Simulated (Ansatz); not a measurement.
## Structure types of HgTe compared at -0.021 GPa

Structure types of HgTe are relaxed in primitive cells with their symmetry kept at -0.021 GPa, on PAW files; LAPW relaxes the small cells further and takes the PAW cell for the others (marked *). The enthalpy is E + pV at zero temperature, without zero-point motion. Only the types listed were tried, and differences under about 5 meV/atom are mesh noise. The real phase may be another.

Computed with Ansatz 0.2.0; functional PBE, scalar-relativistic. Settings: Fermi–Dirac smearing of 0.1 eV, no spin polarisation. Methods: LAPW: all electrons, basis error target 0.5 meV/atom; PAW: frozen-core files, cutoff 420 eV.

k meshes: rocksalt 11×11×11, CsCl 11×11×11, zincblende 11×11×11, wurtzite 8×8×5, NiAs 9×9×5.

Spin–orbit coupling is left out, which matters for the heavy atoms.

| start type | ends as | a, b, c (Å) | V (Å³/atom) | H − H(lowest), LAPW (meV/atom) |
| --- | --- | --- | --- | --- |
| rocksalt | rocksalt, Fm-3m | 6.144, 6.144, 6.144 | 29.00 | ? |
| CsCl | CsCl, Pm-3m | 3.809, 3.809, 3.809 | 27.63 | ? |
| zincblende | zincblende, F-43m | 6.653, 6.653, 6.653 | 36.81 | 0.0 |
| wurtzite* | wurtzite, P6_3mc | 4.699, 4.699, 7.713 | 36.88 | 8.5 |
| NiAs* | NiAs, P6_3/mmc | 4.274, 4.274, 7.451 | 29.47 | 202.3 |

Q: What belongs in the row "CsCl", column "H − H(lowest), LAPW (meV/atom)"?

A: 412.9.

Q: Give the missing entry: row "rocksalt", column "H − H(lowest), LAPW (meV/atom)".

A: 151.7.
